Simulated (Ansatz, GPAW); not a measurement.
# A Cu chain with a Ni atom bridging one bond: relaxation, then transmission at several levels, part 4 of 4

Wanted: T(E) of a Cu chain with a Ni atom bridging one bond at a relaxed geometry in two programs, beside the unrelaxed structure.

GPAW 26.7.0 and Ansatz 0.2.0; Ansatz plane waves; relaxation of the junction with the lead ends held; PAW set soft_1 (the session's first sound run).

So far, conductance (G₀): step 3 (plane waves, PBE) 0.588; step 5 (single-zeta polarised basis, PBE, GPAW) 0.786; step 6 (GPAW, sz: basis = "sz(dzp)", PBE, GPAW) 0.744; step 7 (RPBE in the dzp basis: xc = "RPBE") 0.591; step 8 (the structure as built: geometry = "as built", PBE, GPAW) 0.781.

## (10) Comparison

The curves are compared point by point over the common energies.

This step: comparison of transmission and cost over codes, levels and geometry; PAW set soft_1 (GPAW 26.7.0).

Ladder, by row:

| step | code | T at the Fermi level (sum over the listed spins) | conductance (G0) | r.m.s. T(E) from the first | wall time (s) | peak memory (GiB) | threads |
| --- | --- | --- | --- | --- | --- | --- | --- |
| pw-pbe | Ansatz | 1.137 | 0.5876 | 0 | 360.6 | 5.191 | 4 |
| dzp | GPAW | 1.033 | 0.5777 | 0.5467 | 326.4 | 1.65 | 1 |
| szp | GPAW | 1.629 | 0.7859 | 0.5943 | 344.3 | 1.63 | 1 |
| sz | GPAW | 1.557 | 0.7444 | 0.4907 | 205.7 | 1.57 | 1 |
| dzp-RPBE | GPAW | 1.106 | 0.5912 | 0.5688 | 301.3 | 1.67 | 1 |
| asbuilt | GPAW | 1.71 | 0.7809 | 0.8354 | 674.5 | 1.7 | 1 |

The transmission, zone mean, sum over the listed spins by energy, zero at the Fermi level:

| energy (eV) | pw-pbe | dzp | szp | sz | dzp-RPBE | asbuilt |
| --- | --- | --- | --- | --- | --- | --- |
| -2.000 | 0.258 | 1.91 | 0.819 | 0.315 | 1.76 | 1.93 |
| -1.900 | 1.71 | 1.08 | 0.500 | 0.964 | 0.937 | 1.21 |
| -1.800 | 1.72 | 0.748 | 0.229 | 1.16 | 0.645 | 1.85 |
| -1.700 | 1.51 | 0.816 | 0.876 | 1.30 | 0.860 | 2.77 |
| -1.625 | 2.00 | 0.609 | 1.67 | 0.947 | 0.520 | 3.08 |
| -1.600 | 1.19 | 0.542 | 1.41 | 0.889 | 0.459 | 2.99 |
| -1.500 | 0.814 | 1.42 | 1.10 | 0.544 | 1.69 | 2.48 |
| -1.400 | 0.664 | 1.91 | 0.612 | 0.988 | 1.22 | 2.01 |
| -1.300 | 2.23 | 1.30 | 0.831 | 1.72 | 1.25 | 2.87 |
| -1.275 | 2.50 | 0.734 | 0.563 | 1.77 | 0.966 | 2.88 |
| -1.225 | 2.58 | 2.03 | 1.07 | 1.83 | 1.33 | 3.10 |
| -1.200 | 2.15 | 2.02 | 1.44 | 1.85 | 1.33 | 3.19 |
| -1.100 | 2.06 | 1.43 | 1.75 | 1.93 | 1.99 | 3.40 |
| -1.025 | 2.91 | 2.08 | 1.88 | 1.99 | 2.07 | 3.62 |
| -1.000 | 2.25 | 2.13 | 1.92 | 2.00 | 2.62 | 3.55 |
| -0.975 | 1.49 | 2.20 | 1.95 | 2.01 | 1.80 | 3.02 |
| -0.950 | 3.24 | 1.99 | 1.99 | 2.01 | 1.64 | 2.86 |
| -0.925 | 3.02 | 1.65 | 1.98 | 2.02 | 1.45 | 2.76 |
| -0.900 | 2.69 | 1.45 | 1.98 | 2.01 | 1.93 | 2.72 |
| -0.800 | 2.68 | 1.69 | 1.93 | 1.77 | 1.83 | 2.63 |
| -0.700 | 2.11 | 1.97 | 1.77 | 1.41 | 2.00 | 2.51 |
| -0.600 | 2.08 | 1.98 | 1.40 | 1.57 | 1.90 | 2.29 |
| -0.500 | 1.82 | 1.72 | 1.48 | 1.33 | 1.61 | 1.74 |
| -0.400 | 1.18 | 1.77 | 1.67 | 1.69 | 1.84 | 2.73 |
| -0.300 | 1.15 | 1.62 | 1.72 | 1.76 | 1.66 | 1.90 |
| -0.200 | 1.24 | 1.55 | 1.75 | 1.79 | 1.58 | 1.92 |
| -0.100 | 1.04 | 1.55 | 1.80 | 1.76 | 1.59 | 1.81 |
| 0.000 | 1.14 | 1.03 | 1.63 | 1.56 | 1.11 | 1.71 |
| 0.100 | 1.57 | 1.42 | 0.941 | 0.718 | 1.30 | 0.862 |
| 0.200 | 1.75 | 1.74 | 0.754 | 0.907 | 1.69 | 1.12 |
| 0.300 | 1.81 | 1.81 | 1.58 | 1.01 | 1.78 | 1.25 |
| 0.400 | 1.83 | 1.81 | 1.83 | 1.51 | 1.78 | 1.04 |
| 0.500 | 1.83 | 1.75 | 1.85 | 1.73 | 1.63 | 0.696 |
| 0.600 | 1.83 | 1.02 | 1.53 | 1.78 | 1.56 | 0.671 |
| 0.700 | 1.83 | 1.86 | 1.99 | 1.54 | 1.86 | 0.725 |
| 0.800 | 1.82 | 1.21 | 1.99 | 1.94 | 1.92 | 0.695 |
| 0.900 | 1.80 | 1.99 | 1.99 | 1.99 | 1.97 | 1.11 |
| 0.925 | 1.79 | 1.98 | 1.99 | 1.99 | 1.97 | 1.23 |
| 1.000 | 1.71 | 1.97 | 1.99 | 1.99 | 1.97 | 1.52 |
| 1.100 | 1.65 | 1.97 | 1.99 | 1.98 | 1.97 | 1.72 |
| 1.200 | 1.00 | 1.97 | 1.99 | 1.98 | 1.97 | 1.83 |
| 1.300 | 1.98 | 1.98 | 2.00 | 1.97 | 1.98 | 1.88 |
| 1.400 | 1.97 | 1.99 | 1.99 | 1.97 | 1.98 | 1.92 |
| 1.500 | 1.98 | 1.99 | 1.99 | 1.95 | 1.99 | 1.94 |
| 1.600 | 1.98 | 2.00 | 1.98 | 1.94 | 1.99 | 1.96 |
| 1.700 | 1.99 | 2.00 | 1.97 | 1.92 | 2.00 | 1.97 |
| 1.800 | 2.00 | 1.99 | 1.96 | 1.90 | 2.00 | 1.98 |
| 1.900 | 2.00 | 1.99 | 1.94 | 1.88 | 1.99 | 1.98 |
| 2.000 | 1.99 | 1.97 | 1.91 | 1.85 | 1.98 | 1.99 |

## (11) A varied run

One more run, with changed settings.

This step: GPAW LCAO, PAW setups; Landauer transmission from Green's functions with principal layers (ASE), zero bias (GPAW 26.7.0).

The input, run.py:

```python
import json
import numpy as np
from ase import Atoms
from ase.transport.calculators import TransportCalculator
from gpaw import GPAW, FermiDirac
from gpaw.lcao.tools import get_lcao_hamiltonian
from scipy.linalg import eigh

# The junction with lead layers at both ends, along the third cell vector
device = Atoms(
    ['Cu', 'Cu', 'Cu', 'Cu', 'Cu', 'Cu', 'Ni', 'Cu', 'Cu', 'Cu', 'Cu', 'Cu', 'Cu'],
    positions=[
        [4.50000, 4.50000, 1.15000],
        [4.50000, 4.50000, 3.45000],
        [4.50000, 4.50000, 5.75000],
        [4.50000, 4.50000, 8.05000],
        [5.39157, 4.49159, 10.22255],
        [4.67283, 4.49386, 12.44269],
        [6.44019, 4.39968, 13.82572],
        [4.77574, 4.47577, 15.34523],
        [5.43685, 4.42901, 17.59414],
        [4.50000, 4.50000, 19.75000],
        [4.50000, 4.50000, 22.05000],
        [4.50000, 4.50000, 24.35000],
        [4.50000, 4.50000, 26.65000]],
    cell=[[9.0, 0.0, 0.0], [0.0, 9.0, 0.0], [0.0, 0.0, 27.8]],
    pbc=True,
    magmoms=[0.0, 0.0, 0.0, 0.0, 0.0, 0.0, 1.0, 0.0, 0.0, 0.0, 0.0, 0.0, 0.0])

# One principal layer of the lead: the first 3 atoms of the device
lead = Atoms(
    ['Cu', 'Cu', 'Cu'],
    positions=[
        [4.50000, 4.50000, 1.15000],
        [4.50000, 4.50000, 3.45000],
        [4.50000, 4.50000, 5.75000]],
    cell=[[9.0, 0.0, 0.0], [0.0, 9.0, 0.0], [0.0, 0.0, 6.21]],
    pbc=True,
    magmoms=[0.0, 0.0, 0.0])

settings = dict(mode='lcao', basis='dzp', xc='PBE', h=0.18,
                occupations=FermiDirac(0.1), maxiter=50,
                mixer=dict(beta=0.05, nmaxold=8, weight=100.0),
                convergence=dict(density=0.0001))
energies = np.arange(-2, 2 + 1e-9, 0.025)
eta = 0.0001
n1, n2 = 1, 1
# k and -k transmit alike, so half of the mesh across the current serves
mesh = [(i, j) for i in range(n1) for j in range(n2) if (i, j) <= (-i % n1, -j % n2)]
weights = np.array([1 if (i, j) == (-i % n1, -j % n2) else 2 for i, j in mesh]) / (n1 * n2)

# [... helper functions left out ...]
fermi_lead = ground_state(lead, (1, 1, 16), 'lead.txt')
fermi_device = ground_state(device, (1, 1, 3), 'device.txt')
# [... loop over the mesh left out, but for ...]
        # Shift the lead onto the potential of the device's first layer
        shift = ((H[:, 0, 0] - H0[:, 0, 0]) / S0[0, 0]).real.mean()
# [...]
kT = 8.617333e-5 * 300
bias = [0.1, 0.2, 0.5, 1.0, 1.5, 2.0]
# [... integrals and printing left out ...]
```

The run is started by

```bash
OMP_NUM_THREADS=1 OPENBLAS_NUM_THREADS=1 python run.py
```

What it wrote:

```text
gpaw.KohnShamConvergenceError
```

It took 3.3 min on 1 thread of Arm Neoverse V1, shared host; peak memory 1.6 GiB.

The run stopped without converging, so none of its numbers is a property of the system.

The fault put into the input: a lead period that doesn't match its atoms, under a cap of 50 iterations, which ended the run (period = 6.21).

## (12) Results

```yaml
conductance: 0.578 G₀
transmission_at_the_fermi_level_mean_of_the_spins: 0.517
open_channels_of_the_lead_there: 1
```

What this shows: In the dzp basis the junction conducts 0.578 G₀ at 300 K, with T = 0.517 as the mean of the two spins at the Fermi level; no smaller basis tried comes within 10 % of that conductance. Relaxation moved atoms by up to 0.95 Å and took the conductance from 0.781 to 0.578 G₀, as a ratio about as much as the step from dzp to the minimal basis. The conductance differs from T at the Fermi level because it averages T(E) over the thermal window, about 0.09 eV wide, in which T changes. Plane waves (PBE) give T = 0.569 there. The scatterer reflects about 48 % of the incoming channels at the Fermi level. The current is spin polarised: 90 % at the Fermi level, counted as (up - down)/(up + down). Measured against the first run (pw-pbe), the nearest curve is that of sz (r.m.s. 0.49) and the farthest that of asbuilt (0.84). Over the compared runs wall time goes from 206 s (sz) to 674 s (asbuilt), on a shared host; the plane-wave run used 4 threads and the orbital runs 1. The leads kept an estimated spacing and the cell its length, so the junction may be under some tension or compression. Energies count from the junction cell's Fermi level; in the run with T = 0.517 there, the aligned lead's own level lies at -0.017 eV, where T interpolates to 0.567; the finite cell leaves the answer open by at least that much. An evenly spaced straight chain is an idealisation: free chains tend to dimerise, zigzag or, where a band edge lies near the Fermi level, turn magnetic. The currents use the zero-bias T(E) throughout, which holds only while the bias is small against the distance to the nearest feature. One magnetic start was tried; another order may lie lower. Within about eight thermal energies of the Fermi level ln T(E) bends sharply from one computed energy to the next, or the lead's channel count changes, so the thermal averages, above all the thermopower, rest on an interpolation that may be rough.

[Logs are printed without paths, hosts, clocks, repeated set-up lines and the standing remarks that a program may print on its own settings, such as how far it seeks lower states.]

[Hosts, paths, dates, database ids (printed as entryN), source tags and the programs' standing remarks are cut or masked in the printed files.]
